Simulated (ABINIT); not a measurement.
# Si (Fd-3m) in ABINIT: settings compared

One crystal, Si, is run at these levels: AM05, PW91, PBE, PBEsol; tasks: band structure, equation of state.

Program: ABINIT 10.8.3 (patched build). These are calculated values, not measurements. Logs are shortened: lines on timing, memory, paths and dates and some standing lists are left out, and cuts for length are marked. The log counts tension as positive stress, the text compression.

## Step 1: Starting point

The structure is cubic, space group Fd-3m (No. 227). Conventional cell: a = 5.444 Å, b = 5.444 Å, c = 5.444 Å, α = 90.00°, β = 90.00°, γ = 90.00°. Si (site symmetry -43m) is surrounded by 4 Si at 2.36 Å.

## Step 2: Band structure, AM05

Contents of run.abi:

```
# Datasets: ground state, then fixed potential
ndtset 2

# Pseudopotentials
pp_dirpath "./"
pseudos "Si.upf"

# Structure
acell 3.8492788627 3.8492788627 3.8492788627 Angstrom
rprim
     0.0000000000     0.7071067812     0.7071067812
     0.7071067812     0.0000000000     0.7071067812
     0.7071067812     0.7071067812     0.0000000000
ntypat 1
znucl 14
natom 2
typat 1 1
xred
     0.5000000000     0.5000000000     0.5000000000
     0.7500000000     0.7500000000     0.7500000000

# Plane-wave basis
ecut 489.804952 eV

# Exchange and correlation
ixc -120135

# Bands and occupations
occopt 3
tsmear 0.00183747

# SCF cycle
nstep 100

# Output
iomode 3
prtwf 0
prteig 0
prtebands 0
enunit 2
prtden1 1

# Dataset 1
kptopt1 1
ngkpt1 8 8 8
nshiftk1 1
shiftk1 0.0 0.0 0.0
nband1 8
tolvrs1 1.0e-10

# Dataset 2: bands along G-X-W-K-G-L-U-W-L-K
iscf2 -2
getden2 1
nband2 12
nbdbuf2 2
tolwfr2 1.0e-12
kptopt2 -9
ndivsm2 5
prteig2 1
kptbounds2
     0.0000000000     0.0000000000     0.0000000000
     0.5000000000     0.0000000000     0.5000000000
     0.5000000000     0.2500000000     0.7500000000
     0.3750000000     0.3750000000     0.7500000000
     0.0000000000     0.0000000000     0.0000000000
     0.5000000000     0.5000000000     0.5000000000
     0.6250000000     0.2500000000     0.6250000000
     0.5000000000     0.2500000000     0.7500000000
     0.5000000000     0.5000000000     0.5000000000
     0.3750000000     0.3750000000     0.7500000000
```

Potentials or basis: PseudoDojo NC SR PBEsol v0.4.1 standard.

Run with:

```bash
$ abinit run.abi > log 2>&1
```

run.abo:

```text
.Version 10.8.3 of ABINIT
 DATASET    1 : space group Fd -3 m (#227); Bravais cF (face-center cubic)
================================================================================
 Values of the parameters that define the memory need for DATASET  1.
     intxc =       0    ionmov =       0      iscf =       7    lmnmax =       6
     lnmax =       6     mgfft =      30  mpssoang =       3    mqgrid =    3001
     natom =       2  nloc_mem =       1    nspden =       1   nspinor =       1
    nsppol =       1      nsym =      48    n1xccc =    2501    ntypat =       1
    occopt =       3   xclevel =       2
       mpw =        1003          nfft =       27000          nkpt =          29
================================================================================
================================================================================

 DATASET    2 : space group Fd -3 m (#227); Bravais cF (face-center cubic)
================================================================================
 Values of the parameters that define the memory need for DATASET  2.
     intxc =       0    ionmov =       0      iscf =      -2    lmnmax =       6
     lnmax =       6     mgfft =      30  mpssoang =       3    mqgrid =    3001
     natom =       2  nloc_mem =       1    nspden =       1   nspinor =       1
    nsppol =       1      nsym =      48    n1xccc =    2501    ntypat =       1
    occopt =       3   xclevel =       2
       mpw =        1010          nfft =       27000          nkpt =          87
================================================================================
================================================================================

--------------------------------------------------------------------------------
------------- Echo of variables that govern the present computation ------------
--------------------------------------------------------------------------------
 -outvars: echo values of preprocessed input variables --------
            acell      7.2740828327E+00  7.2740828327E+00  7.2740828327E+00 Bohr
              amu      2.80855000E+01
             ecut      1.80000000E+01 Hartree
           enunit           2
           getden1          0
           getden2          1
             iscf1          7
             iscf2         -2
                       outvar_i_n : Printing only first  50 k-points.
              ixc     -120135
           jdtset        1    2
                       outvar_i_n : Printing only first  50 k-points.
           kptopt1          1
           kptopt2         -9
         kptrlatt        8    0    0      0    8    0      0    0    8
          kptrlen1     5.81926627E+01
          kptrlen2     3.00000000E+01
            natom           2
            nband1          8
            nband2         12
           nbdbuf1          0
           nbdbuf2          2
           ndtset           2
           ndivsm1          0
           ndivsm2          5
            ngfft          30      30      30
             nkpt1         29
             nkpt2         87
            nstep         100
             nsym          48
           ntypat           1
           occopt           3
        prtebands           0
           prteig1          0
           prteig2          1
            prtwf           0
            rprim      0.0000000000E+00  7.0710678120E-01  7.0710678120E-01
                       7.0710678120E-01  0.0000000000E+00  7.0710678120E-01
                       7.0710678120E-01  7.0710678120E-01  0.0000000000E+00
           shiftk1     0.00000000E+00  0.00000000E+00  0.00000000E+00
           shiftk2     5.00000000E-01  5.00000000E-01  5.00000000E-01
          spgroup         227
           tolvrs1     1.00000000E-10
           tolvrs2     0.00000000E+00
           tolwfr1     0.00000000E+00
           tolwfr2     1.00000000E-12
           tsmear      1.83747000E-03 Hartree
            typat      1  1
                       outvars : Printing only first  50 k-points.
           xangst      2.7218511865E+00  2.7218511865E+00  2.7218511865E+00
                       4.0827767798E+00  4.0827767798E+00  4.0827767798E+00
            xcart      5.1435532980E+00  5.1435532980E+00  5.1435532980E+00
                       7.7153299471E+00  7.7153299471E+00  7.7153299471E+00
             xred      5.0000000000E-01  5.0000000000E-01  5.0000000000E-01
                       7.5000000000E-01  7.5000000000E-01  7.5000000000E-01
            znucl       14.00000

================================================================================

 chkinp: Checking input parameters for consistency, jdtset=   1.
[... 196 lines left out ...]
 -2.6772E-01  1.4786E-01  1.5544E-01  1.5544E-01  2.5161E-01  2.7557E-01
[... 407 lines left out ...]
  8.53E-13  9.03E-13  9.21E-13  5.01E-13  5.17E-13  4.05E-13  5.58E-13  1.78E-13
  1.93E-13  5.53E-13  2.36E-06  3.78E-04
 -1.5097E-01 -8.5060E-02  1.2982E-02  8.7157E-02  2.2046E-01  3.6056E-01
  3.9550E-01  4.0177E-01  4.7875E-01  4.8018E-01  6.6048E-01  6.9409E-01
 Non-SCF case, kpt   86 (  0.38889  0.38889  0.72222), residuals and eigenvalues=
  1.90E-13  3.22E-13  3.70E-13  1.20E-13  2.62E-13  6.05E-13  3.73E-13  2.70E-13
  6.30E-13  5.88E-13  5.90E-06  5.05E-05
 -1.4182E-01 -9.1162E-02  8.1469E-03  8.2199E-02  2.1436E-01  3.3850E-01
  4.1952E-01  4.3123E-01  4.7096E-01  4.7557E-01  6.9606E-01  7.0621E-01
 Non-SCF case, kpt   87 (  0.37500  0.37500  0.75000), residuals and eigenvalues=
  9.05E-13  3.21E-13  1.98E-13  2.58E-13  6.62E-13  3.38E-13  1.27E-13  6.67E-13
  7.54E-13  5.52E-13  5.90E-05  2.22E-04
 -1.3456E-01 -9.7864E-02  9.2136E-03  7.8266E-02  2.0970E-01  3.1723E-01
  4.3819E-01  4.5976E-01  4.6524E-01  4.7912E-01  7.0335E-01  7.1248E-01

--- !ResultsGS
iteration_state: {dtset: 2, }
comment   : Summary of ground state results
lattice_vectors:
- [  0.0000000,   5.1435533,   5.1435533, ]
- [  5.1435533,   0.0000000,   5.1435533, ]
- [  5.1435533,   5.1435533,   0.0000000, ]
lattice_lengths: [   7.27408,    7.27408,    7.27408, ]
lattice_angles: [ 60.000,  60.000,  60.000, ] # degrees, (23, 13, 12)
lattice_volume:   2.7215714E+02
convergence: {deltae:  0.000E+00, res2:  0.000E+00, residm:  9.991E-13, diffor:  0.000E+00, }
etotal    :  -8.44826093E+00
entropy   :   0.00000000E+00
fermie    :   1.77244647E-01
cartesian_stress_tensor: null
pressure_GPa: null
xred      :
- [  5.0000E-01,   5.0000E-01,   5.0000E-01, Si]
- [  7.5000E-01,   7.5000E-01,   7.5000E-01, Si]
cartesian_forces: null
force_length_stats: {min: null, max: null, mean: null, }
...

 Integrated electronic density in atomic spheres:
 ------------------------------------------------
 Atom  Sphere_radius  Integrated_density
    1        2.00000          1.78969485
    2        2.00000          1.75754191
================================================================================

 ----iterations are completed or convergence reached----

 Mean square residual over all n,k,spin=   48.029E-14; max=  99.907E-14
 reduced coordinates (array xred) for    2 atoms
       0.500000000000      0.500000000000      0.500000000000
       0.750000000000      0.750000000000      0.750000000000

 cartesian coordinates (angstrom) at end:
    1      2.72185118654499     2.72185118654499     2.72185118654499
    2      4.08277677981749     4.08277677981749     4.08277677981749
 length scales=  7.274082832749  7.274082832749  7.274082832749 bohr
              =  3.849278862700  3.849278862700  3.849278862700 angstroms
 Eigenvalues (hartree) for nkpt=  87  k points:
 kpt#   1, nband= 12, wtk=  1.00000, kpt=  0.0000  0.0000  0.0000 (reduced coord)
  -0.27099    0.16786    0.16786    0.16786    0.25915    0.25915    0.25915    0.28576
   0.44965    0.44965    0.45654    0.57696
 kpt#   2, nband= 12, wtk=  1.00000, kpt=  0.0357  0.0000  0.0357 (reduced coord)
  -0.27017    0.16224    0.16434    0.16434    0.25715    0.26367    0.26367    0.29122
   0.44312    0.45055    0.46015    0.57845
 kpt#   3, nband= 12, wtk=  1.00000, kpt=  0.0714  0.0000  0.0714 (reduced coord)
  -0.26772    0.14786    0.15544    0.15544    0.25161    0.27557    0.27557    0.30459
   0.42738    0.45326    0.47051    0.58264
 kpt#   4, nband= 12, wtk=  1.00000, kpt=  0.1071  0.0000  0.1071 (reduced coord)
  -0.26365    0.12869    0.14392    0.14392    0.24360    0.29204    0.29204    0.31945
   0.41038    0.45778    0.48649    0.58969
 kpt#   5, nband= 12, wtk=  1.00000, kpt=  0.1429  0.0000  0.1429 (reduced coord)
  -0.25797    0.10719    0.13165    0.13165    0.23430    0.31120    0.31120    0.32634
   0.40267    0.46409    0.50683    0.59946
 kpt#   6, nband= 12, wtk=  1.00000, kpt=  0.1786  0.0000  0.1786 (reduced coord)
  -0.25069    0.08456    0.11959    0.11959    0.22465    0.31770    0.33201    0.33201
[... 229 lines left out ...]
 kpt#  83, nband= 12, wtk=  1.00000, kpt=  0.4306  0.4306  0.6389 (reduced coord)
  -0.16749   -0.08206    0.04008    0.09943    0.23576    0.34049    0.34914    0.41346
   0.49060    0.49744    0.59761    0.65732
 kpt#  84, nband= 12, wtk=  1.00000, kpt=  0.4167  0.4167  0.6667 (reduced coord)
  -0.15974   -0.08217    0.02403    0.09298    0.22777    0.36637    0.37151    0.39064
   0.48577    0.48790    0.62608    0.67519
 kpt#  85, nband= 12, wtk=  1.00000, kpt=  0.4028  0.4028  0.6944 (reduced coord)
  -0.15097   -0.08506    0.01298    0.08716    0.22046    0.36056    0.39550    0.40177
   0.47875    0.48018    0.66048    0.69409
 kpt#  86, nband= 12, wtk=  1.00000, kpt=  0.3889  0.3889  0.7222 (reduced coord)
  -0.14182   -0.09116    0.00815    0.08220    0.21436    0.33850    0.41952    0.43123
   0.47096    0.47557    0.69606    0.70621
 kpt#  87, nband= 12, wtk=  1.00000, kpt=  0.3750  0.3750  0.7500 (reduced coord)
  -0.13456   -0.09786    0.00921    0.07827    0.20970    0.31723    0.43819    0.45976
   0.46524    0.47912    0.70335    0.71248
 Eigenvalues (   eV  ) for nkpt=  87  k points:
 kpt#   1, nband= 12, wtk=  1.00000, kpt=  0.0000  0.0000  0.0000 (reduced coord)
  -7.37400    4.56762    4.56762    4.56762    7.05173    7.05173    7.05173    7.77588
  12.23557   12.23557   12.42302   15.69995
 kpt#   2, nband= 12, wtk=  1.00000, kpt=  0.0357  0.0000  0.0357 (reduced coord)
  -7.35177    4.41484    4.47190    4.47190    6.99738    7.17479    7.17479    7.92450
  12.05780   12.26016   12.52131   15.74052
 kpt#   3, nband= 12, wtk=  1.00000, kpt=  0.0714  0.0000  0.0714 (reduced coord)
  -7.28516    4.02350    4.22961    4.22961    6.84665    7.49867    7.49867    8.28839
  11.62968   12.33391   12.80313   15.85450
 kpt#   4, nband= 12, wtk=  1.00000, kpt=  0.1071  0.0000  0.1071 (reduced coord)
  -7.17435    3.50182    3.91639    3.91639    6.62876    7.94693    7.94693    8.69272
  11.16689   12.45674   13.23799   16.04639
 kpt#   5, nband= 12, wtk=  1.00000, kpt=  0.1429  0.0000  0.1429 (reduced coord)
  -7.01965    2.91687    3.58251    3.58251    6.37552    8.46815    8.46815    8.88015
  10.95724   12.62863   13.79157   16.31224
 kpt#   6, nband= 12, wtk=  1.00000, kpt=  0.1786  0.0000  0.1786 (reduced coord)
  -6.82152    2.30104    3.25431    3.25431    6.11298    8.64517    9.03456    9.03456
[... 230 lines left out ...]
  -4.55765   -2.23301    1.09050    2.70555    6.41524    9.26532    9.50048   11.25080
  13.34998   13.53600   16.26188   17.88668
 kpt#  84, nband= 12, wtk=  1.00000, kpt=  0.4167  0.4167  0.6667 (reduced coord)
  -4.34685   -2.23591    0.65389    2.53009    6.19797    9.96955   10.10924   10.62987
  13.21844   13.27655   17.03654   18.37285
 kpt#  85, nband= 12, wtk=  1.00000, kpt=  0.4028  0.4028  0.6944 (reduced coord)
  -4.10815   -2.31461    0.35326    2.37167    5.99910    9.81125   10.76218   10.93259
  13.02744   13.06640   17.97255   18.88721
 kpt#  86, nband= 12, wtk=  1.00000, kpt=  0.3889  0.3889  0.7222 (reduced coord)
  -3.85925   -2.48064    0.22169    2.23676    5.83295    9.21108   11.41566   11.73444
  12.81547   12.94086   18.94071   19.21685
 kpt#  87, nband= 12, wtk=  1.00000, kpt=  0.3750  0.3750  0.7500 (reduced coord)
  -3.66159   -2.66302    0.25071    2.12973    5.70620    8.63222   11.92370   12.51072
  12.65974   13.03756   19.13909   19.38747

== END DATASET(S) ==============================================================
================================================================================

 -outvars: echo values of variables after computation  --------
            acell      7.2740828327E+00  7.2740828327E+00  7.2740828327E+00 Bohr
           etotal1    -8.4482609348E+00
            fcart1     3.2718690115E-30 -9.8156070344E-30  1.6359345057E-29
                      -3.2718690115E-30  9.8156070344E-30 -1.6359345057E-29
            rprim      0.0000000000E+00  7.0710678120E-01  7.0710678120E-01
                       7.0710678120E-01  0.0000000000E+00  7.0710678120E-01
                       7.0710678120E-01  7.0710678120E-01  0.0000000000E+00
           strten1     2.4319442400E-05  2.4319442400E-05  2.4319442400E-05
                       0.0000000000E+00  0.0000000000E+00  0.0000000000E+00
           xangst      2.7218511865E+00  2.7218511865E+00  2.7218511865E+00
                       4.0827767798E+00  4.0827767798E+00  4.0827767798E+00
             xred      5.0000000000E-01  5.0000000000E-01  5.0000000000E-01
                       7.5000000000E-01  7.5000000000E-01  7.5000000000E-01
 Calculation completed.
```

Wall time 17 s (1 thread of Arm Neoverse V2, shared host); peak memory 0.12 GiB.

Results:

```
Free energy                                           : -229.8889 eV
Pressure                                              : -0.7 GPa
Band gap on the k mesh                                : 0.55 eV, indirect (least direct gap 2.48 eV)
Band gap along the path                               : 0.51 eV, indirect (least direct gap 2.48 eV)
Valence electrons inside the program's atomic spheres : Si 1.79, 1.76 (radii [1.0584] Å)
```

Levels at the corners of the path, in eV from the valence-band top:
```csv
point,band 2,band 3,band 4,band 5,band 6,band 7
Γ,0.00,0.00,0.00,2.48,2.48,2.48
X,-7.82,-2.86,-2.86,0.65,0.65,9.95
W,-7.65,-3.87,-3.87,4.22,4.22,4.90
K,-7.23,-4.32,-2.44,1.14,4.06,7.36
Γ,0.00,0.00,0.00,2.48,2.48,2.48
L,-6.98,-1.21,-1.21,1.45,3.27,3.27
U,-7.23,-4.32,-2.44,1.14,4.06,7.36
W,-7.65,-3.87,-3.87,4.22,4.22,4.90
L,-6.98,-1.21,-1.21,1.45,3.27,3.27
K,-7.23,-4.32,-2.44,1.14,4.06,7.36
```

Caveat: the potentials were made for another functional, which shifts forces and pressure.

(Continued in part 2 of 2.)
